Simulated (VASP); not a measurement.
# Rh (Fm-3m) in VASP: notebook

Aim: see how the results for Rh move with the level of theory and the settings. Levels: r2SCAN, r2SCAN+rVV10. Tasks: relaxation of cell and atoms.

Program: VASP 6.6.1. These are calculated values, not measurements. Logs are shortened: lines on timing, memory, paths and dates and some standing lists are left out, and cuts for length are marked.

## Step 1: The structure

The structure is cubic, space group Fm-3m (No. 225). The conventional cell has a = 3.806 Å, b = 3.806 Å, c = 3.806 Å, α = 90.00°, β = 90.00°, γ = 90.00°. Around Rh (site symmetry m-3m) lie 12 Rh at 2.69 Å.

## Step 2: Relaxation of cell and atoms, r2SCAN

The input, INCAR:

```
SYSTEM = Rh
  PREC = Accurate
  ENCUT = 600
  EDIFF = 1E-7
  ISMEAR = 0
  SIGMA = 0.1
  LREAL = .FALSE.
  LASPH = .TRUE.
  NELM = 60
  ALGO = Normal
  ISIF = 3
  LWAVE = .FALSE.
  LCHARG = .FALSE.
  METAGGA = R2SCAN
  LMIXTAU = .TRUE.
  IBRION = 2
  NSW = 90
  EDIFFG = -0.005
```

The input, KPOINTS:

```
Automatic mesh
0
G
  18 18 18
  0 0 0
```

The input, POSCAR:

```
Rh
1.0
    0.0000000000      1.9029860900      1.9029860900
    1.9029860900      0.0000000000      1.9029860900
    1.9029860900      1.9029860900      0.0000000000
Rh
1
Direct
    0.0000000000      0.0000000000      0.0000000000
```

Potentials or basis: VASP PAW PBE potentials, release 64 (Rh_pv).

Launch:

```bash
$ cat potpaw_PBE.64/Rh_pv/POTCAR > POTCAR
$ mpirun -np 1 vasp_std > vasp.out
```

OUTCAR:

```text
SYSTEM = Rh
   PREC = Accurate
   ENCUT = 600
   EDIFF = 1E-7
   ISMEAR = 0
   LREAL = .FALSE.
   LASPH = .TRUE.
   NELM = 60
   ISIF = 3
   METAGGA = R2SCAN
   IBRION = 2
   NSW = 90
   EDIFFG = -0.005

 ion  position               nearest neighbor table
   1  0.000  0.000  0.000-

  LATTYP: Found a face centered cubic cell.
 ALAT       =     3.8059721800

  Lattice vectors:

 A1 = (   0.0000000000,   1.9029860900,   1.9029860900)
 A2 = (   1.9029860900,   0.0000000000,   1.9029860900)
 A3 = (   1.9029860900,   1.9029860900,   0.0000000000)

Analysis of symmetry for initial positions (statically):
=====================================================================
 Subroutine PRICEL returns:
 Original cell was already a primitive cell.

 Routine SETGRP: Setting up the symmetry group for a
 face centered cubic supercell.

 Subroutine GETGRP returns: Found 48 space group operations
 (whereof 48 operations were pure point group operations)
 out of a pool of 48 trial point group operations.

The static configuration has the point symmetry O_h .

Analysis of symmetry for dynamics (positions and initial velocities):
=====================================================================
 Subroutine PRICEL returns:
 Original cell was already a primitive cell.

 Routine SETGRP: Setting up the symmetry group for a
 face centered cubic supercell.

 Subroutine GETGRP returns: Found 48 space group operations
 (whereof 48 operations were pure point group operations)
 out of a pool of 48 trial point group operations.

The dynamic configuration has the point symmetry O_h .

 Subroutine INISYM returns: Found 48 space group operations
 (whereof 48 operations are pure point group operations),
 and found     1 'primitive' translations

----------------------------------------------------------------------------------------

                                     Primitive cell

  volume of cell :      13.7828

  direct lattice vectors                    reciprocal lattice vectors
     0.000000000  1.902986090  1.902986090    -0.262744958  0.262744958  0.262744958
     1.902986090  0.000000000  1.902986090     0.262744958 -0.262744958  0.262744958
     1.902986090  1.902986090  0.000000000     0.262744958  0.262744958 -0.262744958

  length of vectors
     2.691228737  2.691228737  2.691228737     0.455087616  0.455087616  0.455087616

  position of ions in fractional coordinates (direct lattice)
     0.000000000  0.000000000  0.000000000

  ion indices of the primitive-cell ions
   primitive index   ion index
                 1           1

----------------------------------------------------------------------------------------

 KPOINTS: Automatic mesh

Automatic generation of k-mesh.
 Grid dimensions read from file:
 generate k-points for:   18   18   18

 Generating k-lattice:

  Cartesian coordinates                     Fractional coordinates (reciprocal lattice)
    -0.014596942  0.014596942  0.014596942     0.055555556  0.000000000  0.000000000
     0.014596942 -0.014596942  0.014596942     0.000000000  0.055555556  0.000000000
     0.014596942  0.014596942 -0.014596942     0.000000000  0.000000000  0.055555556

  Length of vectors
     0.025282645  0.025282645  0.025282645

  Shift w.r.t. Gamma in fractional coordinates (k-lattice)
     0.000000000  0.000000000  0.000000000

 Subroutine IBZKPT returns following result:
 ===========================================

 Found    195 irreducible k-points:

 Following reciprocal coordinates:
            Coordinates               Weight
  0.000000  0.000000  0.000000      1.000000
  0.055556  0.000000  0.000000      8.000000
  0.111111  0.000000  0.000000      8.000000
  0.166667  0.000000  0.000000      8.000000
  0.222222  0.000000  0.000000      8.000000
  0.277778  0.000000  0.000000      8.000000
[... 16 lines left out ...]
 -0.277778  0.055556  0.000000     24.000000
 -0.222222  0.055556  0.000000     24.000000
 [... further k-points ...]
   k-points           NKPTS =    195   k-points in BZ     NKDIM =    195   number of bands    NBANDS=     11
   number of dos      NEDOS =    301   number of ions     NIONS =      1
   total plane-waves  NPLWV =  13824
   dimension x,y,z NGX =    24 NGY =   24 NGZ =   24
   dimension x,y,z NGXF=    48 NGYF=   48 NGZF=   48
   ions per type =               1
   NGX,Y,Z   is equivalent  to a cutoff of  14.83, 14.83, 14.83 a.u.
   NGXF,Y,Z  is equivalent  to a cutoff of  29.65, 29.65, 29.65 a.u.
 SYSTEM =  Rh
   PREC   = accura    normal or accurate (medium, high low for compatibility)
   ISTART =      0    job   : 0-new  1-cont  2-samecut
   ICHARG =      2    charge: 1-file 2-atom 10-const
   ISPIN  =      1    spin polarized calculation?
   LNONCOLLINEAR =      F non collinear calculations
   LSORBIT =      F    spin-orbit coupling
   LASPH  =      T    aspherical Exc in radial PAW
   ENCUT  =  600.0 eV  44.10 Ry    6.64 a.u.   5.38  5.38  5.38*2*pi/ulx,y,z
   NELM   =     60;   NELMIN=  2; NELMDL= -5     # of ELM steps
   EDIFF  = 0.1E-06   stopping-criterion for ELM
   LREAL  =      F    real-space projection
   EDIFFG = -.5E-02   stopping-criterion for IOM
   NSW    =     90    number of steps for IOM
   IBRION =      2    ionic relax: 0-MD 1-quasi-New 2-CG
   NFREE  =      1    steps in history (QN), initial steepest desc. (CG)
   ISIF   =      3    stress and relaxation
   ISYM   =      2    0-nonsym 1-usesym 2-fastsym
   POTIM  = 0.5000    time-step for ionic-motion
   TEBEG  =    0.0;   TEEND  =   0.0 temperature during run
   PSTRESS=    0.0 pullay stress
   NELECT =      15.0000    total number of electrons
   NUPDOWN=      -1.0000    fix difference up-down
   EMIN   =  10.00;   EMAX   =-10.00  energy-range for DOS
   EFERMI =   0.00;   METHOD = LEGACY
   ISMEAR =     0;   SIGMA  =   0.10  broadening in eV -4-tet -1-fermi 0-gaus
   EFERMI_NEDOS =   21; number of points for ismear=-14 and -15
   IALGO  =     38    algorithm
   IMIX   =      4    mixing-type and parameters
     AMIX     =   0.40;   BMIX     =  1.00
     AMIX_MAG =   1.60;   BMIX_MAG =  1.00
  volume/ion in A,a.u.               =      13.78        93.01
  Fermi-wavevector in a.u.,A,eV,Ry     =   1.683939  3.182183 38.581359  2.835650
  Thomas-Fermi vector in A             =   2.767050
   LORBIT       =      0    0 simple, 1 ext, 2 COOP (PROOUT), +10 PAW based schemes
   METAGGA = R2SCAN    functional components
   LHFCALC =     F    Hartree Fock is set to
   AEXX    =    0.0000 exact exchange contribution
   IVDW    =     0    specifies the selected vdW correction
   LEPSILON=     F    determine dielectric tensor
   LRPA    =     F    only Hartree local field effects (RPA)
 conjugate gradient relaxation of ions
 non-spin polarized calculation
 Gauss-broadening in eV      SIGMA  =   0.10
  energy-cutoff  :      600.00
  volume of cell :       13.78
 maximum number of plane-waves:       474
 NGX is ok and might be reduce to    24

--------------------------------------- Ionic step        1  -------------------------------------------

 number of electron      15.0000002 magnetization

 Free energy of the ion-electron system (eV)
  ---------------------------------------------------
  ext. energy  EPLUGINS =         0.00000000
  ---------------------------------------------------
  free energy    TOTEN  =       -24.13920001 eV

  energy without entropy =      -24.13236426  energy(sigma->0) =      -24.13578213

------------------------ aborting loop because EDIFF is reached ----------------------------------------

  FORCE on cell =-STRESS in cart. coord.  units (eV):
  Direction    XX          YY          ZZ          XY          YZ          ZX
  --------------------------------------------------------------------------------------
  -------------------------------------------------------------------------------------
  Total       -0.0195596     -0.0195596     -0.0195596     -0.0000000      0.0000000      0.0000000
  in kB       -2.2737012     -2.2737012     -2.2737012     -0.0000000      0.0000000      0.0000000
  external PRESSURE =      -2.2737012 kB  Pullay stress =       0.0000000 kB

 VOLUME and BASIS-vectors are now :
 -----------------------------------------------------------------------------
  energy-cutoff  :      600.00
  volume of cell :       13.78
      direct lattice vectors                 reciprocal lattice vectors
     0.000000000  1.902986090  1.902986090    -0.262744958  0.262744958  0.262744958
     1.902986090  0.000000000  1.902986090     0.262744958 -0.262744958  0.262744958
     1.902986090  1.902986090  0.000000000     0.262744958  0.262744958 -0.262744958
[... 36 lines left out ...]
 POSITION                                       TOTAL-FORCE (eV/Angst)
 -----------------------------------------------------------------------------------
      0.00000      0.00000      0.00000        -0.000000      0.000000     -0.000000
 -----------------------------------------------------------------------------------
    total drift:                               -0.000000      0.000000      0.000000

  FREE ENERGIE OF THE ION-ELECTRON SYSTEM (eV)
  ---------------------------------------------------
  free  energy   TOTEN  =       -24.1391612800 eV

  energy  without entropy=      -24.1323603773  energy(sigma->0) =      -24.13576083

--------------------------------------- Ionic step        3  -------------------------------------------

 number of electron      15.0000002 magnetization

 Free energy of the ion-electron system (eV)
  ---------------------------------------------------
  ext. energy  EPLUGINS =         0.00000000
  ---------------------------------------------------
  free energy    TOTEN  =       -24.13920894 eV

  energy without entropy =      -24.13238415  energy(sigma->0) =      -24.13579654

 E-fermi :  11.7088     XC(G=0): -15.1954

 val. band max:       11.7082611937   @ k =   0.5000   0.2222   0.1111
 cond. band min:      11.7221363563   @ k =   0.5000   0.3889   0.0000
 fundamental gap:      0.0138751626
 Fermi energy:        11.7087652781

 k-point     1 :       0.0000    0.0000    0.0000
  band No.  band energies     occupation
      1     -36.0865      2.00000
      2     -36.0865      2.00000
      3     -36.0865      2.00000
      4       3.5349      2.00000
      5       8.5368      2.00000
      6       8.5368      2.00000
      7       8.5368      2.00000
      8      10.6308      2.00000
      9      10.6308      2.00000
     10      28.4202      0.00000
     11      29.0815      0.00000

 k-point     2 :       0.0556    0.0000    0.0000
  band No.  band energies     occupation
      1     -36.1110      2.00000
      2     -36.0898      2.00000
      3     -36.0898      2.00000
      4       3.6652      2.00000
      5       8.4788      2.00000
      6       8.5875      2.00000
      7       8.5875      2.00000
      8      10.6027      2.00000
      9      10.6027      2.00000
     10      28.6065      0.00000
     11      29.0815      0.00000
[... 295 lines left out ...]
 k-point    24 :      -0.2222    0.0556    0.0000
  band No.  band energies     occupation
      1     -36.4646      2.00000
      2     -36.1635      2.00000
      3     -36.1295      2.00000
      4       5.4239      2.00000
      5       8.2009      2.00000
      6       8.9281      2.00000
      7       8.9804      2.00000
      8      10.4553      2.00000
      9      11.1635      2.00000
     10      27.9233      0.00000
     11      29.0822      0.00000

 [... further k-points ...]

------------------------ aborting loop because EDIFF is reached ----------------------------------------

  FORCE on cell =-STRESS in cart. coord.  units (eV):
  Direction    XX          YY          ZZ          XY          YZ          ZX
  --------------------------------------------------------------------------------------
  -------------------------------------------------------------------------------------
  Total        0.0016128      0.0016128      0.0016128      0.0000000      0.0000000     -0.0000000
  in kB        0.1876464      0.1876464      0.1876464      0.0000000      0.0000000     -0.0000000
  external PRESSURE =       0.1876464 kB  Pullay stress =       0.0000000 kB

 VOLUME and BASIS-vectors are now :
 -----------------------------------------------------------------------------
  energy-cutoff  :      600.00
  volume of cell :       13.77
      direct lattice vectors                 reciprocal lattice vectors
    -0.000000000  1.902425129  1.902425129    -0.262822432  0.262822432  0.262822432
     1.902425129  0.000000000  1.902425129     0.262822432 -0.262822432  0.262822432
     1.902425129  1.902425129  0.000000000     0.262822432  0.262822432 -0.262822432

 POSITION                                       TOTAL-FORCE (eV/Angst)
 -----------------------------------------------------------------------------------
      0.00000      0.00000      0.00000         0.000000     -0.000000     -0.000000
 -----------------------------------------------------------------------------------
    total drift:                                0.000000     -0.000000      0.000000

  FREE ENERGIE OF THE ION-ELECTRON SYSTEM (eV)
  ---------------------------------------------------
  free  energy   TOTEN  =       -24.1392089373 eV

  energy  without entropy=      -24.1323841519  energy(sigma->0) =      -24.13579654

 reached required accuracy - stopping structural energy minimisation
```

Wall time 4.7 min (1 thread of AMD EPYC 9R45 (Zen 5), shared host); peak memory 0.14 GiB.

Results:

```yaml
Free_energy: -24.1392 eV
Relaxed_volume: 13.77 Å³/atom
Relaxed_cell: a = 2.690 Å, b = 2.690 Å, c = 2.690 Å, α = 60.00°, β = 60.00°, γ = 60.00°
Space_group_after_relaxing_to_0.05_Å: Fm-3m (No. 225)
Energy_gained_by_relaxing: 0.0 meV/atom
Ionic_steps: 3
Pressure_after_relaxing: 0.0 GPa
Band_gap_on_the_k_mesh: none (metal or under the smearing width)
```

Final structure:
```yaml
crystal:
  lattice:
    - [0.00000, 1.90243, 1.90243]
    - [1.90243, 0.00000, 1.90243]
    - [1.90243, 1.90243, 0.00000]
  atoms:
    - { symbol: Rh, position: [0.00000, 0.00000, 0.00000] }
```

Caveat: the PAW data sets were made with another functional, which shifts forces and pressure a little.

## Step 3: Relaxation of cell and atoms, r2SCAN+rVV10

INCAR: that of step 2 with these lines changed.

```diff
@@ -15,2 +15,6 @@
   LMIXTAU = .TRUE.
+  LUSE_VDW = .TRUE.
+  IVDW_NL = 2
+  BPARAM = 11.95
+  CPARAM = 0.0093
   IBRION = 2
```

KPOINTS is that of step 2.

POSCAR is that of step 2.

Potentials or basis: VASP PAW PBE potentials, release 64 (Rh_pv).

Launch:

```bash
$ cat potpaw_PBE.64/Rh_pv/POTCAR > POTCAR
$ mpirun -np 1 vasp_std > vasp.out
```

OUTCAR:

```text
SYSTEM = Rh
   PREC = Accurate
   ENCUT = 600
   EDIFF = 1E-7
   ISMEAR = 0
   LREAL = .FALSE.
   LASPH = .TRUE.
   NELM = 60
   ISIF = 3
   METAGGA = R2SCAN
   IVDW_NL = 2
   BPARAM = 11.95
   IBRION = 2
   NSW = 90
   EDIFFG = -0.005

 ion  position               nearest neighbor table
   1  0.000  0.000  0.000-

  LATTYP: Found a face centered cubic cell.
 ALAT       =     3.8059721800

  Lattice vectors:

 A1 = (   0.0000000000,   1.9029860900,   1.9029860900)
 A2 = (   1.9029860900,   0.0000000000,   1.9029860900)
 A3 = (   1.9029860900,   1.9029860900,   0.0000000000)

Analysis of symmetry for initial positions (statically):
[... 263 lines left out ...]

 k-point     1 :       0.0000    0.0000    0.0000
  band No.  band energies     occupation
      1     -35.9553      2.00000
      2     -35.9553      2.00000
      3     -35.9553      2.00000
      4       3.5863      2.00000
      5       8.6377      2.00000
      6       8.6377      2.00000
      7       8.6377      2.00000
      8      10.7650      2.00000
      9      10.7650      2.00000
     10      28.5376      0.00000
     11      29.1937      0.00000
[... 309 lines left out ...]
 k-point    24 :      -0.2222    0.0556    0.0000
  band No.  band energies     occupation
      1     -36.3451      2.00000
      2     -36.0345      2.00000
      3     -35.9995      2.00000
      4       5.4889      2.00000
      5       8.2932      2.00000
      6       9.0334      2.00000
      7       9.0871      2.00000
      8      10.5839      2.00000
      9      11.3028      2.00000
     10      28.1097      0.00000
     11      29.1946      0.00000

 [... further k-points ...]

------------------------ aborting loop because EDIFF is reached ----------------------------------------

  FORCE on cell =-STRESS in cart. coord.  units (eV):
  Direction    XX          YY          ZZ          XY          YZ          ZX
  --------------------------------------------------------------------------------------
  -------------------------------------------------------------------------------------
  Total       -0.0003871     -0.0003871     -0.0003871     -0.0000000      0.0000000     -0.0000000
  in kB       -0.0454242     -0.0454242     -0.0454242     -0.0000000      0.0000000     -0.0000000
  external PRESSURE =      -0.0454242 kB  Pullay stress =       0.0000000 kB
[... 16 lines left out ...]
  FREE ENERGIE OF THE ION-ELECTRON SYSTEM (eV)
  ---------------------------------------------------
  free  energy   TOTEN  =       -23.8427844332 eV

  energy  without entropy=      -23.8361018514  energy(sigma->0) =      -23.83944314

 reached required accuracy - stopping structural energy minimisation
```

CONTCAR:

```text
Rh
   1.00000000000000
     0.0000000000000000    1.8970950036192729    1.8970950036192729
     1.8970950036192729    0.0000000000000000    1.8970950036192729
     1.8970950036192729    1.8970950036192729   -0.0000000000000000
  Rh
     1
Direct
     0.0000000000000000    0.0000000000000000    0.0000000000000000

  0.00000000E+00  0.00000000E+00  0.00000000E+00
```

It took 5.9 min on 1 thread of AMD EPYC 9R45 (Zen 5), shared host; peak memory 0.22 GiB.

Results:

```yaml
Free_energy: -23.8428 eV
Relaxed_volume: 13.66 Å³/atom
Relaxed_cell: a = 2.683 Å, b = 2.683 Å, c = 2.683 Å, α = 60.00°, β = 60.00°, γ = 60.00°
Space_group_after_relaxing_to_0.05_Å: Fm-3m (No. 225)
Energy_gained_by_relaxing: 1.1 meV/atom
Ionic_steps: 3
Pressure_after_relaxing: 0.0 GPa
Band_gap_on_the_k_mesh: none (metal or under the smearing width)
```

Step by step:
| step | energy change (eV) | largest force (eV/Å) | pressure (GPa) | volume (Å³) |
| --- | --- | --- | --- | --- |
| 1 | 0.0000 | 0.0000 | -2.67 | 13.78 |
| 2 | 0.0063 | 0.0000 | 7.51 | 13.33 |
| 3 | -0.0011 | 0.0000 | 0.00 | 13.66 |

Final structure:
```cif
data_structure
_symmetry_space_group_name_H-M 'P 1'
_symmetry_Int_Tables_number 1
_cell_length_a 2.6829
_cell_length_b 2.6829
_cell_length_c 2.6829
_cell_angle_alpha 60.000
_cell_angle_beta 60.000
_cell_angle_gamma 60.000
_cell_volume 13.66
loop_
_atom_site_label
_atom_site_type_symbol
_atom_site_fract_x
_atom_site_fract_y
_atom_site_fract_z
_atom_site_occupancy
Rh1 Rh 0.00000 0.00000 0.00000 1
```

Caveat: the PAW data sets were made with another functional, which shifts forces and pressure a little.
